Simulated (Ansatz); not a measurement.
# InP (F-43m): how far a G0W0 gap depends on its settings, part 2 of 2

Ansatz 0.2.0, plane waves. The steps go on from the part before.

## (6) Starting from LDA

The input, input.yaml:

```yaml
crystal:
  lattice:
    - [0.0, 2.953787642, 2.953787642]
    - [2.953787642, 0.0, 2.953787642]
    - [2.953787642, 2.953787642, 0.0]
  atoms:
    - { symbol: In, position: [0.0, 0.0, 0.0] }
    - { symbol: P, position: [0.25, 0.25, 0.25] }
kpoints:
  mp_grid: { grid: [4, 4, 4] }
hamiltonian:
  xc: lda
scf:
  occupations: { method: fixed }
gw:
  n_empty_bands: 193
  ecut_chi: 140
  qp_bands: [v2, c2]
  qp_kpoints: band_edges
  screening: { model: contour_deformation }
```

Run with:

```bash
> ansatz run input.yaml --threads 2 --pin off --max-ram 3686MiB --backend cpu --events-out ev --progress --plain --runs-dir out
```

What it wrote, cut to the lines that bear on the results:

```text
Warning: RAYON_NUM_THREADS=2 ignored (pool sized by the plan → 2); use --threads N
[...]
Pseudopotentials: kind: paw
Pseudopotential: In, paw, valence charge 13, recommended cutoff 420 eV (normal), In.paw.azcp
Pseudopotential: P, paw, valence charge 5, recommended cutoff 420 eV (normal), P.paw.azcp
Functional definition: SPW92
[...]
Crystal: 2 atoms, lattice volume = 51.543 Å³
Basis set: ecut = 420 eV, 965 PW (Γ)
Bands: 13, of which v1, the nominal top of the filled ones, is band 9 counted from 1 (8 counted from 0)
Symmetry: 24 space group operations
Space group: F-43m (ITA 216), of the structure as read, at distance tolerance 3.7e-5 Å
k-points: 8 of 64 (time reversal used)
[...]
SCF iter   1: F=—  HF=-6183.420659 eV  |F-HF|=—  |Δ(HF+E_count)|=         —  Δρ=6.74e-3  dr2=1.97e-2  ethr=1.77e-3  ⟨swp⟩=5.1  Hψ=549  notcnv=0  defer=13
[...]
     3     8      5.0946   -15.7138     1.6988   -13.6770  0.7215     4.7511     4.7566  root
     3     9      5.0946   -15.7138     1.6988   -13.6770  0.7215     4.7511     4.7566  root
     3    10      8.7949    -6.8737    -4.1949   -11.2727  0.7575     9.0008     8.9991  root
     3    11      9.3862    -8.6295    -4.4327   -13.2973  0.7372     9.6237     9.6214  root
     6     8      4.1991   -15.4421     2.1008   -12.9808  0.7089     3.8317     3.8387  root
     6     9      4.1991   -15.4421     2.1008   -12.9808  0.7089     3.8317     3.8387  root
     6    10      8.0886    -6.4049    -3.9241   -10.4302  0.7646     8.1901     8.1897  root
     6    11      8.5776    -7.7297    -4.1967   -12.1287  0.7533     8.7816     8.7799  root
     7     8      3.5680   -15.1347     2.2687   -12.5035  0.6980     3.1997     3.2055  root
     7     9      3.6021   -14.4748     2.1297   -12.0112  0.6995     3.2632     3.2683  root
     7    10     10.6405    -6.9451    -4.4619   -11.5239  0.7375    10.7580    10.7574  root
     7    11     10.6462    -9.0932    -5.0952   -14.5321  0.7157    10.9943    10.9898  root
```

It took 26 s on 2 threads of Arm Neoverse V1, shared host; peak memory 0.48 GiB.

With 193 empty bands and 140 eV for the screening, the 4×4×4 mesh shows 0.33 eV for LDA and 0.95 eV for the quasiparticles (+0.62 eV). The renormalisation factors Z of the two edge bands lie between 0.70 and 0.76.

## (7) Starting from r2SCAN

input.yaml, as its differences from that of step 6:

```diff
@@ -11,3 +11,3 @@
 hamiltonian:
-  xc: lda
+  xc: r2scan
 scf:
```

Run with:

```bash
> ansatz run input.yaml --threads 2 --pin off --max-ram 3686MiB --backend cpu --events-out ev --progress --plain --runs-dir out
```

What it wrote:

```text
Warning: RAYON_NUM_THREADS=2 ignored (pool sized by the plan → 2); use --threads N
[... 2 set-up lines as earlier in the session ...]
Pseudopotential: In, paw, valence charge 13, recommended cutoff 500 eV (meta_gga), In.paw.azcp
Pseudopotential: P, paw, valence charge 5, recommended cutoff 500 eV (meta_gga), P.paw.azcp
Functional definition: r2SCAN
  parameter k0 = 0.174
  parameter k1 = 0.065
  parameter a1 = 4.9479
  exchange = r2scan_x(k0 = k0, k1 = k1, a1 = a1)
  correlation = r2scan_c
Crystal: 2 atoms, lattice volume = 51.543 Å³
Basis set: ecut = 500 eV, 1363 PW (Γ), exchange–correlation on 128×128×128 points (64 copies of the dense FFT grid, shifted against one another)
Bands: 13, of which v1, the nominal top of the filled ones, is band 9 counted from 1 (8 counted from 0)
[... 2 set-up lines as earlier in the session ...]
k-points: 8 of 64 (time reversal used)
[... 3 set-up lines as earlier in the session ...]
PAW frozen core: In, regenerated for the run's functional (the file was generated under x = pbe(κ = 0.804, μ = 0.2195149727645171), c = pbe(β = 0.06672455060314922))
PAW frozen core: P, regenerated for the run's functional (the file was generated under x = pbe(κ = 0.804, μ = 0.2195149727645171), c = pbe(β = 0.06672455060314922))
PAW one-centre angular grid: In, 590 points (default); XC on 289 of its mesh's 2783 points in the sphere
PAW one-centre angular grid: P, 302 points (default); XC on 160 Gauss nodes
[... 2 set-up lines as earlier in the session ...]
Functional: x = r2scan, c = r2scan; τ floored in thin density (d = 2e-4 eV/Å³)
SCF iter   1: F=—  HF=-6371.629489 eV  |F-HF|=—  |Δ(HF+E_count)|=         —  Δρ=6.95e-3  dr2=1.43e-2  dr2_τ=1.10e-2  ethr=1.77e-3  ⟨swp⟩=5.1  Hψ=574  notcnv=0  defer=11
preconditioner: auto → none  [insulator: Δε(μ)=0.967 eV  Ē_g=15.410 eV  n_scr=14 (ndim 8)  ℏωp=21.9 eV  f_vac=0.023  ε∞_Penn≈3.0]
SCF iter   2: F=—  HF=-6371.639655 eV  |F-HF|=—  |Δ(HF+E_count)|=   1.02e-2  Δρ=2.11e-3  dr2=1.89e-3  dr2_τ=9.06e-5  ethr=7.94e-5  ⟨swp⟩=3.0  Hψ=275  notcnv=0  defer=12
SCF iter   3: F=—  HF=-6371.639950 eV  |F-HF|=—  |Δ(HF+E_count)|=   2.95e-4  Δρ=1.09e-3  dr2=3.36e-4  dr2_τ=9.34e-6  ethr=1.05e-5  ⟨swp⟩=2.9  Hψ=165  notcnv=0  defer=12
SCF iter   4: F=—  HF=-6371.640053 eV  |F-HF|=—  |Δ(HF+E_count)|=   1.03e-4  Δρ=1.26e-4  dr2=6.93e-6  dr2_τ=3.42e-7  ethr=1.87e-6  ⟨swp⟩=2.8  Hψ=161  notcnv=0  defer=12
SCF iter   5: F=—  HF=-6371.640052 eV  |F-HF|=—  |Δ(HF+E_count)|=   2.44e-7  Δρ=2.28e-5  dr2=1.75e-7  dr2_τ=1.39e-8  ethr=3.85e-8  ⟨swp⟩=2.9  Hψ=199  notcnv=0  defer=8
SCF iter   6: F=-6371.640052 eV  HF=-6371.640052 eV  |F-HF|=6.88e-9  |Δ(HF+E_count)|=   7.25e-8  Δρ=4.98e-6  dr2=8.20e-9  dr2_τ=5.13e-10  ethr=5.56e-10  ⟨swp⟩=5.9  Hψ=475  notcnv=0
SCF 1 converged in 6 iterations: F = -6371.640052 eV  dr2 = 8.20e-9
NSCF: frozen V_eff on 8 k-points
G₀W₀ screening: q 1/8
G₀W₀ screening: q 2/8 (q-point 5)
G₀W₀ screening: q 3/8 (q-point 6)
G₀W₀ screening: q 4/8 (q-point 2)
G₀W₀ screening: q 5/8 (q-point 4)
G₀W₀ screening: q 6/8 (q-point 8)
G₀W₀ screening: q 7/8 (q-point 3)
G₀W₀ screening: q 8/8 (q-point 7)
G₀W₀ self-energy: k 1/6
G₀W₀ self-energy: k 2/6
G₀W₀ self-energy: k 3/6
G₀W₀ self-energy: k 4/6
G₀W₀ self-energy: k 5/6
G₀W₀ self-energy: k 6/6
NSCF: frozen V_eff on 1 k-points
SCF converged after 6 iterations
Free energy (F): -6371.640052 eV
Harris-Foulkes:  -6371.640052 eV  (|F-HF|=6.88e-9)
Internal energy: -6371.640052 eV  (E = F + TS)
E sigma→0 (E₀):  -6371.640052 eV
Fermi energy:    6.556516 eV
--- Per-component energies (eV) ---
  E_band       = -65.780417
  E_kinetic    = 313.036440
  E_local      = -1414.414441  (includes V_loc(G=0)·N_el)
  E_nonlocal   = 401.572301
  E_hartree    = 558.741538
  E_xc         = -258.765407
  E_vxc        = -170.891673  (∫ρ·V_xc dr)
  E_paw        = -4761.600965  (= ΣΔE_a)
  E_vpaw       = -322.757289  (= ΣTr[D̂ρ^β])
  E_aug_tail   = 0.000008  (compensation charges beyond the density's cutoff)
  E_vtau       = 10.189750  (kinetic-family band-sum trace: ∫τ·v_τ [+ j·A + Jᵃ·Aᵃ] dr)
  E_ewald      = -1211.084230
  E_core_change = 0.874704  (= ΣΔE_core)
  E_smearing   = -0.000000  (= −TS)
  E_closure    = 0.000000  (closes the sum)
  Σ components = -6371.640052   (vs F -6371.640052, Δ=0.00e0)
--- Band table (eV; the first three rows and the last of 8) ---
  k-point 0: bands = ["-8.1488", "-8.1488", "-8.1488", "-7.9946", "-7.9946", "-5.2787", "6.5565", "6.5565", "6.5565", "7.5717", "10.9591", "10.9591", "10.9591"]
  k-point 1: bands = ["-8.2098", "-8.1257", "-8.1257", "-7.9919", "-7.9919", "-4.5950", "3.1079", "5.9991", "5.9991", "8.6389", "11.6668", "11.6668", "12.2213"]
  k-point 2: bands = ["-8.2654", "-8.1098", "-8.1098", "-7.9815", "-7.9815", "-3.5541", "0.7883", "5.5798", "5.5798", "8.3342", "11.6745", "11.6745", "14.0272"]
  k-point 7: bands = ["-8.3004", "-8.0878", "-8.0534", "-8.0138", "-7.9795", "-2.8266", "0.9250", "3.5863", "3.6494", "11.1056", "11.2324", "12.5063", "13.1079"]
--- G₀W₀: contour deformation, 7 samples at zero and on the imaginary axis and 2 off it, 64 q-points, 193 empty bands' worth ---
  eigenvalues of the whole cell's RPA ε∞ on this k-mesh (on a slab, of 1 + 4πα/V) = 22.6255, 22.6255, 22.6255; static W/v taken at q = 0 is 0.044198
  bands read: the sum over 202 bands ends inside a degenerate multiplet in 2 slots, whose members it reads at an even weight; the widest, k=0: bands 202 to 204 (counted from 1) at 1/3 each
  gw.qp_kpoints: band_edges: 6 of 8 stored k-points solved, in 1 pass; an edge of the gap read off the rows below is read off those points alone
    valence top: of the k-points left out ik 5 came nearest to being solved in a further pass, in band 9 (counted from 1, as in the quasiparticle table): it holds the edge there only if its correction is more favourable than any solved in that band by at least 1.030 eV; those differ by 0.059 eV
    conduction bottom: of the k-points left out ik 4 came nearest to being solved in a further pass, in band 10 (counted from 1, as in the quasiparticle table): it holds the edge there only if its correction is more favourable than any solved in that band by at least 1.737 eV; those differ by 0.127 eV
    ik  band        ε_KS         Σx   Σc(E_QP)       V_xc       Z   E_QP_lin       E_QP  E_QP is
     0     8      6.5565   -16.8117     1.3522   -15.0994  0.7487     6.1922     6.1965  root
     0     9      6.5565   -16.8117     1.3522   -15.0994  0.7487     6.1922     6.1965  root
     0    10      7.5717    -9.7475    -3.9970   -13.6509  0.7688     7.4783     7.4780  root
     0    11     10.9591    -6.9002    -4.3404   -11.2591  0.7620    10.9775    10.9775  root
     1     8      5.9991   -16.3725     1.4915   -14.5039  0.7466     5.6171     5.6221  root
     1     9      5.9991   -16.3725     1.4915   -14.5039  0.7466     5.6171     5.6221  root
     1    10      8.6389    -8.6681    -4.0796   -12.7131  0.7677     8.6043     8.6043  root
     1    11     11.6668    -6.9103    -4.5284   -11.4489  0.7536    11.6771    11.6771  root
     2     8      5.5798   -16.2015     1.6513   -14.1595  0.7434     5.1836     5.1892  root
     2     9      5.5798   -16.2015     1.6513   -14.1595  0.7434     5.1836     5.1892  root
     2    10      8.3342    -8.6142    -4.0110   -12.5857  0.7711     8.2948     8.2948  root
     2    11     11.6745    -6.5237    -4.4819   -10.9970  0.7539    11.6659    11.6659  root
     3     8      5.1432   -15.8039     1.7354   -13.6691  0.7404     4.7377     4.7438  root
     3     9      5.1432   -15.8039     1.7354   -13.6691  0.7404     4.7377     4.7438  root
     3    10      9.3113    -6.8346    -4.0197   -10.8077  0.7735     9.2647     9.2646  root
     3    11      9.9743    -8.1937    -4.2528   -12.3976  0.7574     9.9255     9.9254  root
     6     8      4.2195   -15.5054     2.1025   -12.9886  0.7289     3.7978     3.8052  root
     6     9      4.2195   -15.5054     2.1025   -12.9886  0.7289     3.7978     3.8052  root
     6    10      8.5705    -6.2181    -3.7565    -9.8127  0.7804     8.4092     8.4085  root
     6    11      9.0706    -7.6101    -4.0255   -11.6198  0.7706     9.0548     9.0548  root
     7     8      3.5863   -15.2414     2.2611   -12.5584  0.7179     3.1561     3.1645  root
     7     9      3.6494   -14.5935     2.1291   -12.0454  0.7222     3.2220     3.2304  root
     7    10     11.1056    -6.7319    -4.2174   -10.8526  0.7565    11.0093    11.0090  root
     7    11     11.2324    -8.9000    -4.8394   -13.8542  0.7337    11.3476    11.3471  root
```

It took 32 s on 2 threads of Arm Neoverse V1, shared host; peak memory 0.6 GiB.

With 193 empty bands and 140 eV for the screening, the 4×4×4 mesh shows 1.02 eV for r2SCAN and 1.28 eV for the quasiparticles (+0.26 eV). The renormalisation factors Z of the two edge bands lie between 0.72 and 0.78.

## (8) A plasmon pole in place of the full frequency dependence

input.yaml, as its differences from that of step 7:

```diff
@@ -11,3 +11,3 @@
 hamiltonian:
-  xc: r2scan
+  xc: pbe
 scf:
@@ -19,2 +19,2 @@
   qp_kpoints: band_edges
-  screening: { model: contour_deformation }
+  screening: { model: godby_needs }
```

Run with:

```bash
> ansatz run input.yaml --threads 2 --pin off --max-ram 3686MiB --backend cpu --events-out ev --progress --plain --runs-dir out
```

What it wrote, cut to the lines that bear on the results:

```text
Warning: RAYON_NUM_THREADS=2 ignored (pool sized by the plan → 2); use --threads N
[...]
[... 4 set-up lines as earlier in the session ...]
[...]
Crystal: 2 atoms, lattice volume = 51.543 Å³
Basis set: ecut = 420 eV, 965 PW (Γ)
Bands: 13, of which v1, the nominal top of the filled ones, is band 9 counted from 1 (8 counted from 0)
[... 2 set-up lines as earlier in the session ...]
k-points: 8 of 64 (time reversal used)
[...]
SCF iter   1: F=—  HF=-6353.893764 eV  |F-HF|=—  |Δ(HF+E_count)|=         —  Δρ=1.06e-3  dr2=3.75e-4  ethr=1.77e-3  ⟨swp⟩=5.1  Hψ=552  notcnv=0  defer=13
[...]
     3     8      5.3759   -15.7595     1.7577   -13.4518  0.7663     4.8237     4.8258  root
     3     9      5.3759   -15.7595     1.7577   -13.4518  0.7663     4.8237     4.8258  root
     3    10      9.2210    -6.9231    -4.0746   -10.9672  0.7931     9.1905     9.1905  root
     3    11      9.7970    -8.4465    -4.3054   -12.7794  0.7794     9.8244     9.8244  root
     6     8      4.4903   -15.4804     2.1283   -12.7412  0.7617     3.8763     3.8795  root
     6     9      4.4903   -15.4804     2.1283   -12.7412  0.7617     3.8763     3.8795  root
     6    10      8.5206    -6.3297    -3.8721    -9.9672  0.7997     8.2864     8.2860  root
     6    11      8.9928    -7.7255    -4.0431   -11.7899  0.7886     9.0142     9.0142  root
     7     8      3.8772   -15.1977     2.2726   -12.2715  0.7607     3.2197     3.2235  root
     7     9      3.9223   -14.5481     2.1250   -11.7708  0.7642     3.2664     3.2699  root
     7    10     11.0136    -9.0204    -4.8687   -14.1637  0.7670    11.2889    11.2883  root
     7    11     11.0161    -6.8590    -4.3673   -11.1032  0.7830    10.8931    10.8929  root
```

Wall time 24 s (2 threads of Arm Neoverse V1, shared host); peak memory 0.48 GiB.

With 193 empty bands and 140 eV for the screening, the 4×4×4 mesh shows 0.57 eV for PBE and 1.10 eV for the quasiparticles (+0.53 eV). The renormalisation factors Z of the two edge bands lie between 0.76 and 0.80.

## (9) A finer mesh, 6×6×6

input.yaml, as its differences from that of step 8:

```diff
@@ -9,3 +9,3 @@
 kpoints:
-  mp_grid: { grid: [4, 4, 4] }
+  mp_grid: { grid: [6, 6, 6] }
 hamiltonian:
@@ -15,6 +15,6 @@
 gw:
-  n_empty_bands: 193
-  ecut_chi: 140
+  n_empty_bands: 83
+  ecut_chi: 80
   qp_bands: [v2, c2]
   qp_kpoints: band_edges
-  screening: { model: godby_needs }
+  screening: { model: contour_deformation }
```

Run with:

```bash
> ansatz run input.yaml --threads 2 --pin off --max-ram 3686MiB --backend cpu --events-out ev --progress --plain --runs-dir out
```

What it wrote, cut to the lines that bear on the results:

```text
Warning: RAYON_NUM_THREADS=2 ignored (pool sized by the plan → 2); use --threads N
[...]
[... 4 set-up lines as earlier in the session ...]
[...]
Crystal: 2 atoms, lattice volume = 51.543 Å³
Basis set: ecut = 420 eV, 965 PW (Γ)
Bands: 13, of which v1, the nominal top of the filled ones, is band 9 counted from 1 (8 counted from 0)
[... 2 set-up lines as earlier in the session ...]
k-points: 16 of 216 (time reversal used)
[...]
SCF iter   1: F=—  HF=-6353.990986 eV  |F-HF|=—  |Δ(HF+E_count)|=         —  Δρ=1.76e-3  dr2=3.31e-3  ethr=1.77e-3  ⟨swp⟩=5.1  Hψ=1102  notcnv=0  defer=27
[...]
     8     8      5.0670   -15.2385     1.8400   -13.0450  0.7172     4.7027     4.7135  root
     8     9      6.2778   -16.2631     1.5084   -14.4859  0.7272     6.0040     6.0090  root
     8    10      9.3066    -9.4381    -3.9624   -13.7198  0.7382     9.6339     9.6260  root
     8    11     11.1415    -7.4159    -4.1696   -11.7525  0.7336    11.3103    11.3085  root
     9     8      4.8721   -15.5041     2.0633   -13.0725  0.7128     4.4918     4.5038  root
     9     9      4.8721   -15.5041     2.0633   -13.0725  0.7128     4.4918     4.5038  root
     9    10      8.7849    -6.8202    -3.6515   -10.5321  0.7587     8.8454     8.8452  root
     9    11      9.5338    -7.7720    -3.9823   -11.9321  0.7435     9.7136     9.7116  root
    12     8      4.4624   -15.3843     2.2474   -12.7492  0.7068     4.0606     4.0749  root
    12     9      4.4624   -15.3843     2.2474   -12.7492  0.7068     4.0606     4.0749  root
    12    10      8.5064    -6.4418    -3.5656    -9.9816  0.7615     8.4806     8.4806  root
    12    11      8.9720    -7.8417    -3.8031   -11.8095  0.7505     9.1383     9.1367  root
```

Run time: 30 s. Hardware: 2 threads of Arm Neoverse V1, shared host; peak memory 0.34 GiB.

On its 6×6×6 mesh the gap goes from 0.58 eV (PBE) to 1.07 eV, a shift of +0.49 eV, with 83 empty bands and a screening cutoff of 80 eV. The renormalisation factors Z of the two edge bands lie between 0.71 and 0.76.

## (10) Norm-conserving pseudopotentials

input.yaml, as its differences from that of step 9:

```diff
@@ -9,5 +9,6 @@
 kpoints:
-  mp_grid: { grid: [6, 6, 6] }
+  mp_grid: { grid: [4, 4, 4] }
 hamiltonian:
   xc: pbe
+  pseudopotentials: { kind: nc }
 scf:
@@ -15,4 +16,4 @@
 gw:
-  n_empty_bands: 83
-  ecut_chi: 80
+  n_empty_bands: 193
+  ecut_chi: 140
   qp_bands: [v2, c2]
```

Run with:

```bash
> ansatz run input.yaml --threads 2 --pin off --max-ram 3686MiB --backend cpu --events-out ev --progress --plain --runs-dir out
```

What it wrote, cut to the lines that bear on the results:

```text
Warning: RAYON_NUM_THREADS=2 ignored (pool sized by the plan → 2); use --threads N
[...]
Pseudopotentials: kind: nc
Pseudopotential: In, nc, valence charge 13, recommended cutoff 952.398519 eV (normal), In.nc.azcp
Pseudopotential: P, nc, valence charge 5, recommended cutoff 598.650497 eV (normal), P.nc.azcp
[... 1 set-up line as earlier in the session ...]
[...]
Crystal: 2 atoms, lattice volume = 51.543 Å³
Basis set: ecut = 952.398519 eV, 3479 PW (Γ)
Bands: 13, of which v1, the nominal top of the filled ones, is band 9 counted from 1 (8 counted from 0)
[... 2 set-up lines as earlier in the session ...]
k-points: 8 of 64 (time reversal used)
[...]
SCF iter   1: F=—  HF=-1996.691081 eV  |F-HF|=—  |Δ(HF+E_count)|=         —  Δρ=3.38e-2  dr2=9.49e-1  ethr=3.10e-3  ⟨swp⟩=5.2  Hψ=559  notcnv=0  defer=12
[...]
     3     8      5.5267   -15.7426     1.7980   -13.4351  0.7194     4.9974     5.0173  root
     3     9      5.5267   -15.7426     1.7980   -13.4351  0.7194     4.9974     5.0173  root
     3    10      9.3723    -6.9260    -4.1070   -10.9791  0.7536     9.3186     9.3184  root
     3    11      9.9427    -8.4574    -4.3292   -12.7904  0.7362     9.9465     9.9465  root
     6     8      4.6418   -15.4521     2.2021   -12.7163  0.7070     4.0833     4.1081  root
     6     9      4.6418   -15.4521     2.2021   -12.7163  0.7070     4.0833     4.1081  root
     6    10      8.6694    -6.3234    -3.8371    -9.9584  0.7613     8.4688     8.4673  root
     6    11      9.1393    -7.7252    -4.1062   -11.7972  0.7503     9.1052     9.1052  root
     7     8      4.0271   -15.1714     2.3759   -12.2449  0.6962     3.4495     3.4765  root
     7     9      4.0737   -14.5129     2.2405   -11.7401  0.6983     3.5170     3.5414  root
     7    10     11.1599    -9.0363    -4.9727   -14.1894  0.7123    11.3416    11.3403  root
     7    11     11.1640    -6.8546    -4.3602   -11.1002  0.7362    11.0501    11.0495  root
```

Run time: 46 s. Hardware: 2 threads of Arm Neoverse V1, shared host; peak memory 0.64 GiB.

With 193 empty bands and 140 eV for the screening, the 4×4×4 mesh shows 0.56 eV for PBE and 1.06 eV for the quasiparticles (+0.50 eV). The renormalisation factors Z of the two edge bands lie between 0.70 and 0.76.

## (11) Results

The summary covers parts 1 to 2.

```
 start  potentials  frequencies  empty bands  cutoff (eV)   mesh  Kohn-Sham gap (eV)  G0W0 gap (eV)
   PBE         PAW         full           83           80  4×4×4                0.57           1.04
   PBE         PAW         full          193          140  4×4×4                0.57           1.03
   PBE         PAW         full          356          210  4×4×4                0.57           1.02
 HSE06         PAW         full          193          140  4×4×4                1.39           1.47
   LDA         PAW         full          193          140  4×4×4                0.33           0.95
r2SCAN         PAW         full          193          140  4×4×4                1.02           1.28
   PBE         PAW         pole          193          140  4×4×4                0.57           1.10
   PBE         PAW         full           83           80  6×6×6                0.58           1.07
   PBE          NC         full          193          140  4×4×4                0.56           1.06
```

Gaps are those on each run's own mesh.

**Reading.** With bands and cutoff raised together, from 83 bands at 80 eV to 356 at 210 eV, the gap moves by -0.02 eV; the steps shown don't fix a limit. The starting point matters: against PBE, HSE06 gives +0.44 eV, LDA gives -0.09 eV, r2SCAN gives +0.25 eV. The plasmon pole changes the gap by +0.067 eV. Norm-conserving potentials change it by +0.026 eV. On the finer mesh the quasiparticle shift is +0.49 eV, against +0.47 eV on the coarse one. Spin-orbit coupling is left out.
